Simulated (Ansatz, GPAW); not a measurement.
# Ballistic transport through CN in line between two Pd chains, from relaxation to T(E), part 4 of 4

How well does CN in line between two Pd chains conduct once its atoms have relaxed, and how much do cheaper levels lose?

GPAW 26.7.0 and Ansatz 0.2.0; Ansatz plane waves; relaxation of the junction with the lead ends held; PAW set soft_1 (the session's first sound run).

So far, transmission at the Fermi level (one spin): step 3 (plane waves, PBE) 0.766; step 5 (GPAW, szp: basis = "szp(dzp)", PBE, GPAW) 0.949; step 6 (GPAW, sz: basis = "sz(dzp)", PBE, GPAW) 0.935; step 7 (LDA in the dzp basis: xc = "LDA") 0.729; step 8 (without the relaxation: geometry = "as built", PBE, GPAW) 1.99.

## Step 10: The levels side by side

The curves are compared point by point over the common energies.

This step: comparison of transmission and cost over codes, levels and geometry; PAW set soft_1 (GPAW 26.7.0).

Ladder, by row:

```csv
step,code,T at the Fermi level (sum over the listed spins),conductance (G0),r.m.s. T(E) from the first,wall time (s),peak memory (GiB),threads
pw-pbe,Ansatz,0.7659,0.7537,0,107.4,5.432,4
dzp,GPAW,0.7607,0.7451,0.09458,745.9,2.58,1
szp,GPAW,0.9492,0.7783,0.1962,436.7,2.45,1
sz,GPAW,0.9352,0.8344,0.2262,395.2,2.33,1
dzp-LDA,GPAW,0.7289,0.72,0.1166,704.3,2.58,1
asbuilt,GPAW,1.99,1.93,0.5368,770.6,2.57,1
```

Transmission, zone mean, sum over the listed spins against energy, zero at the Fermi level:

```
energy (eV)  pw-pbe     dzp     szp      sz  dzp-LDA  asbuilt
     -2.000   0.411   0.380   0.477   0.362    0.377     1.70
     -1.800   0.891   0.839    1.11   0.899    0.836     1.68
     -1.600    1.35    1.33    1.37    1.17     1.31     1.81
     -1.400    1.39    1.35    1.30    1.09     1.36     1.89
     -1.200    1.56    1.46    1.51    1.27     1.47     1.90
     -1.075    1.78    1.64    1.70    1.50     1.62     1.92
     -1.050    1.80    1.69    1.68    1.51     1.66     1.92
     -1.025    1.81    1.76    1.61    1.50     1.72     1.93
     -1.000    1.79    1.79    1.52    1.45     1.79     1.94
     -0.925    1.71    1.88    1.22    1.30     1.88     1.96
     -0.800    1.14    1.35   0.797   0.801     1.58     2.01
     -0.600    1.05    1.04    1.28   0.809    0.966     2.05
     -0.550    1.65    1.22    1.29    1.19     1.14     2.07
     -0.400    1.37    1.40   0.855   0.739     1.55     2.00
     -0.250    1.65    1.57    1.33    1.30     1.61     2.03
     -0.225    1.58    1.55    1.33    1.31     1.59     2.04
     -0.200    1.46    1.46    1.29    1.27     1.50     2.06
      0.000   0.766   0.761   0.949   0.935    0.729     1.99
      0.200  0.0882  0.0864  0.0265  0.0359   0.0791    0.475
      0.400  0.0398  0.0394  0.0183  0.0222   0.0347   0.0929
      0.600  0.0294  0.0290  0.0180  0.0206   0.0250   0.0439
      0.800  0.0260  0.0254  0.0187  0.0209   0.0218   0.0309
      1.000  0.0250  0.0241  0.0197  0.0218   0.0208   0.0258
      1.200  0.0252  0.0240  0.0209  0.0232   0.0209   0.0234
      1.400  0.0260  0.0247  0.0223  0.0250   0.0216   0.0220
      1.600  0.0274  0.0259  0.0239  0.0272   0.0228   0.0212
      1.800  0.0293  0.0276  0.0258  0.0300   0.0244   0.0206
      2.000  0.0319  0.0301  0.0282  0.0333   0.0268   0.0201
```

## Step 11: Grid spacing 0.25, k-points along the lead 2

The real-space grid carries density and potential; a coarse one breaks translation symmetry along the lead and scatters electrons that should pass. The lead's own mesh along the current sets its density and potential; where the lead is aligned to the junction's end layer, a rigid shift drops out.

This step: GPAW LCAO, PAW setups; Landauer transmission from Green's functions with principal layers (ASE), zero bias (GPAW 26.7.0).

Contents of run.py:

```python
import json
import numpy as np
from ase import Atoms
from ase.transport.calculators import TransportCalculator
from gpaw import GPAW, FermiDirac
from gpaw.lcao.tools import get_lcao_hamiltonian
from scipy.linalg import eigh

# The junction with lead layers at both ends, along the third cell vector
device = Atoms(
    ['Pd', 'Pd', 'Pd', 'Pd', 'Pd', 'Pd', 'Pd', 'Pd', 'C', 'N', 'Pd', 'Pd', 'Pd', 'Pd', 'Pd', 'Pd', 'Pd', 'Pd'],
    positions=[
        [4.50000, 4.50000, 1.25000],
        [4.50000, 4.50000, 3.75000],
        [4.50000, 4.50000, 6.25000],
        [4.50000, 4.50000, 8.75000],
        [4.50000, 4.50000, 11.25000],
        [4.50000, 4.50000, 13.75000],
        [4.55874, 4.03974, 16.24635],
        [4.39557, 5.19214, 18.58390],
        [4.45734, 4.63422, 20.43661],
        [4.46895, 4.45673, 21.60571],
        [4.43106, 4.21311, 23.62949],
        [4.60817, 4.80767, 26.11442],
        [4.50000, 4.50000, 28.62290],
        [4.50000, 4.50000, 31.12290],
        [4.50000, 4.50000, 33.62290],
        [4.50000, 4.50000, 36.12290],
        [4.50000, 4.50000, 38.62290],
        [4.50000, 4.50000, 41.12290]],
    cell=[[9.0, 0.0, 0.0], [0.0, 9.0, 0.0], [0.0, 0.0, 42.3729]],
    pbc=True)

# One principal layer of the lead: the first 5 atoms of the device
lead = Atoms(
    ['Pd', 'Pd', 'Pd', 'Pd', 'Pd'],
    positions=[
        [4.50000, 4.50000, 1.25000],
        [4.50000, 4.50000, 3.75000],
        [4.50000, 4.50000, 6.25000],
        [4.50000, 4.50000, 8.75000],
        [4.50000, 4.50000, 11.25000]],
    cell=[[9.0, 0.0, 0.0], [0.0, 9.0, 0.0], [0.0, 0.0, 12.5]],
    pbc=True)

settings = dict(mode='lcao', basis='dzp', xc='PBE', h=0.25,
                occupations=FermiDirac(0.1), maxiter=250,
                mixer=dict(beta=0.1, nmaxold=8, weight=100.0),
                convergence=dict(density=0.0001))
energies = np.arange(-2, 2 + 1e-9, 0.025)
eta = 0.0001
n1, n2 = 1, 1
# k and -k transmit alike, so half of the mesh across the current serves
mesh = [(i, j) for i in range(n1) for j in range(n2) if (i, j) <= (-i % n1, -j % n2)]
weights = np.array([1 if (i, j) == (-i % n1, -j % n2) else 2 for i, j in mesh]) / (n1 * n2)

# [... helper functions left out ...]
fermi_lead = ground_state(lead, (1, 1, 2), 'lead.txt')
fermi_device = ground_state(device, (1, 1, 2), 'device.txt')
# [... loop over the mesh left out, but for ...]
        # Shift the lead onto the potential of the device's first layer
        shift = ((H[:, 0, 0] - H0[:, 0, 0]) / S0[0, 0]).real.mean()
# [...]
kT = 8.617333e-5 * 300
bias = [0.1, 0.2, 0.5, 1.0, 1.5, 2.0]
# [... integrals and printing left out ...]
```

The run is started by

```sh
> OMP_NUM_THREADS=1 OPENBLAS_NUM_THREADS=1 python run.py
```

The log of the run:

```text
basis functions: device 458, principal layer 135
Fermi level: lead -3.9661 eV, device -4.0790 eV; lead shifted by 0.0206 eV
largest coupling past the next layer 1.07e-04 eV, largest misfit of the first layer 0.103 eV
  E-E_F (eV)   T (one spin)  [channel counts left out]
    -2.000    3.7889e-01
    -1.975    4.1655e-01
    -1.950    4.5849e-01
    -1.925    5.0560e-01
    -1.900    5.5881e-01
    -1.875    6.1745e-01
    -1.850    6.8861e-01
    -1.825    7.6356e-01
    -1.800    8.4447e-01
    -1.775    9.2822e-01
    -1.750    1.0108e+00
    -1.725    1.0879e+00
    -1.700    1.1554e+00
    -1.675    1.2109e+00
    -1.650    1.2536e+00
    -1.625    1.2847e+00
[...]
1.825    2.8483e-02
     1.850    2.8749e-02
     1.875    2.9027e-02
     1.900    2.9317e-02
     1.925    2.9619e-02
     1.950    2.9935e-02
     1.975    3.0265e-02
     2.000    3.0609e-02
conductance at 300 K: 0.76997 G0 a cell; thermopower 31.04 uV/K
current from the zero-bias T(E) at 0.1 V: 5.8807 uA
current from the zero-bias T(E) at 0.2 V: 11.414 uA
current from the zero-bias T(E) at 0.5 V: 28.491 uA
current from the zero-bias T(E) at 1.0 V: 56.692 uA
current from the zero-bias T(E) at 1.5 V: 77.921 uA
current from the zero-bias T(E) at 2.0 V: 109.51 uA
```

Run time: 5.4 min. Hardware: 1 thread of Intel Xeon Platinum 8488C (Sapphire Rapids), shared host; peak memory 1.1 GiB.

The run finished with changed settings (h = 0.25 and lead_nz = 2); it serves as a test.

The two runs compared:

| quantity | this run | sound run | difference |
| --- | --- | --- | --- |
| conductance (G₀) | 0.76997 | 0.74511 | 0.0249 |
| largest coupling past the next principal layer (eV) | 1.068e-4 | 1.071e-4 | -2.9e-7 |
| largest misfit of the first principal layer (eV) | 0.10343 | 0.018657 | 0.0848 |
| shift that aligns the lead (eV) | 0.020633 | -0.0010788 | 0.0217 |
| transmission at the Fermi level (one spin) | 0.81094 | 0.76069 | 0.0503 |

The two runs differ clearly in the largest misfit of the first principal layer: 0.103 eV against 0.0187 eV.

## Step 12: Outcome

| Item | Value |
| --- | --- |
| conductance | 0.745 G₀ |
| transmission at the Fermi level, mean of the spins | 0.761 |
| open channels of the lead there | 4 |

In words: In the dzp basis the junction conducts 0.745 G₀ at 300 K, with T = 0.761 a spin at the Fermi level; the szp basis reaches that conductance within 10 %. Relaxation moved atoms by up to 0.72 Å and took the conductance from 1.93 to 0.745 G₀, as a ratio a larger change than the step from dzp to the minimal basis. Plane waves (PBE) give T = 0.766 there. The scatterer reflects about 81 % of the incoming channels at the Fermi level. At the Fermi level the three most open eigenchannels pass 0.54, 0.13 and 0.087. Measured against the first run (pw-pbe), the nearest curve is that of dzp (r.m.s. 0.095) and the farthest that of asbuilt (0.54). Over the compared runs wall time goes from 107 s (pw-pbe) to 771 s (asbuilt), on a shared host; the plane-wave run used 4 threads and the orbital runs 1. The leads kept an estimated spacing and the cell its length, so the junction may be under some tension or compression. The run had no spin polarisation, so a magnetic state, which chains and small molecules with open shells often have, wasn't tested. An evenly spaced straight chain is an idealisation: free chains tend to dimerise, zigzag or, where a band edge lies near the Fermi level, turn magnetic. The currents use the zero-bias T(E) throughout, which holds only while the bias is small against the distance to the nearest feature. The thermopower isn't quoted: it samples T(E) farther from the Fermi level than the conductance does, and the energy grid wasn't tested for it.

[Logs are printed without paths, hosts, clocks, repeated set-up lines and the standing remarks that a program may print on its own settings, such as how far it seeks lower states.]

[Hosts, paths, dates, database ids (printed as entryN), source tags and the programs' standing remarks are cut or masked in the printed files.]
